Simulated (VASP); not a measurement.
A calculation with VASP 6.6.1 of ZnSe (Stilleite) (native input, structure from a POSCAR):

INCAR

```
  PREC = Accurate
  ENCUT = 520
  EDIFF = 1E-6
  ISMEAR = 0
  SIGMA = 0.05
  LREAL = False
  LASPH = True
  NELM = 60
  ALGO = Fast
  ISIF = 2
  LWAVE = False
  LCHARG = True
  GGA = PE
  LELF = True
  LVHAR = True
  NBANDS = 16
```

KPOINTS

```
Automatic mesh
0
Gamma
  8 8 8
```

Contents of POSCAR:

```
ZnSe
4.0076
    0.000000000000      0.707106497654      0.707106497654
    0.707106497654      0.000000000000      0.707106497654
    0.707106497654      0.707106497654      0.000000000000
Se Zn
1 1
Direct
    0.7500000000      0.7500000000      0.7500000000
    0.0000000000      0.0000000000      0.0000000000
```

Potentials or basis: VASP PAW PBE potentials, release 54 (Se, Zn).

The run is started by

```console
$ cat potpaw_PBE.54/Se/POTCAR potpaw_PBE.54/Zn/POTCAR > POTCAR
$ mpirun -np 1 vasp_std > vasp.out
```

Question: Write the same calculation in another form: ASE script, structure typed inline.

Answer: As run:

run.py

```python
from ase import Atoms
from ase.calculators.vasp import Vasp
from ase.dft.bandgap import bandgap

atoms = Atoms(
    ['Se', 'Zn'],
    cell=[[0.0, 2.8338, 2.8338], [2.8338, 0.0, 2.8338], [2.8338, 2.8338, 0.0]],
    scaled_positions=[[0.75, 0.75, 0.75], [0.0, 0.0, 0.0]],
    pbc=True,
)
calc = Vasp(
    directory='calc',
    xc='pbe',
    pp='PBE',
    setups='recommended',
    pp_version='54',
    prec='Accurate',
    encut=520,
    ediff=1e-06,
    ismear=0,
    sigma=0.05,
    lreal=False,
    lasph=True,
    nelm=100,
    algo='Normal',
    isif=2,
    lwave=False,
    lcharg=False,
    kpts=[8, 8, 8],
    gamma=True,
    nbands=16,
)
atoms.calc = calc

print('energy (eV):', atoms.get_potential_energy())
print('free energy (eV):', atoms.get_potential_energy(force_consistent=True))
print('forces (eV/A):')
print(atoms.get_forces())
print('stress (eV/A^3, Voigt):', atoms.get_stress())
print('Fermi level (eV):', calc.get_fermi_level())
gap, top, bottom = bandgap(calc)
print('band gap (eV):', gap, 'from (spin, k, band)', top, 'to', bottom)
```

Potentials or basis: VASP PAW PBE potentials, release 54 (Se, Zn).

Run with:

```console
$ python run.py
```

Both were run:

|  | native input, structure from a POSCAR | ASE script, structure typed inline |
| --- | --- | --- |
| Pressure | 2.5 GPa | 2.3 GPa |
| Band gap on the k mesh | 1.29 eV, direct | 1.29 eV, direct |

Keys that steer only the numerical path or the files written may differ.
